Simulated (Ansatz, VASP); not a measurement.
Two plane-wave programs on MgI2

```
Mg I
1.0
     4.19568    0.00000    0.00000
    -2.09784    3.63357    0.00000
     0.00000    0.00000    7.10573
Mg I
1 2
Cartesian
  0.0000 0.0000 0.0000
  0.0000 2.4224 1.6633
  2.0978 1.2112 5.4424
```

Alike in both runs: task single point; functional PBE; dispersion D3(BJ); k mesh 6 × 6 × 4; occupations gaussian, width 0.1 eV; no spin polarisation.

|  | VASP | Ansatz |
| --- | --- | --- |
| version | VASP 6.6.1 | Ansatz 0.2.0 |
| potentials or method | VASP PAW PBE potentials, release 64 (Mg, I) | scalar-relativistic, plane waves, PAW |
| plane-wave cutoff (eV) | 520 | 420 |
| valence electrons in the cell | 16 | 44 |

|  | VASP | Ansatz | Ansatz less VASP |
| --- | --- | --- | --- |
| gap on the k mesh at the Fermi level (eV) | 3.60 | 3.62 | +0.019 |
| least direct gap on the mesh (eV) | 3.70 | 3.72 | +0.017 |
| pressure (GPa) | -1.0 | -0.9 | +0.05 |
| largest component of the traceless stress (GPa) | 0.29 | 0.28 | -0.005 |
| rms of the force components (eV/Å) | 0.003 | 0.007 | +0.0044 |

Atom by atom the forces differ by 0.004 eV/Å (rms over components). The two sets of potentials don't hold the same shells in valence. Ansatz warned: «structure_snapped_to_symmetry».

Caveats: spin-orbit coupling is left out, which moves the levels of the heavy elements. A k mesh can miss the band edges. Expect the measured gap to be larger: semilocal functionals such as PBE lack the derivative discontinuity.
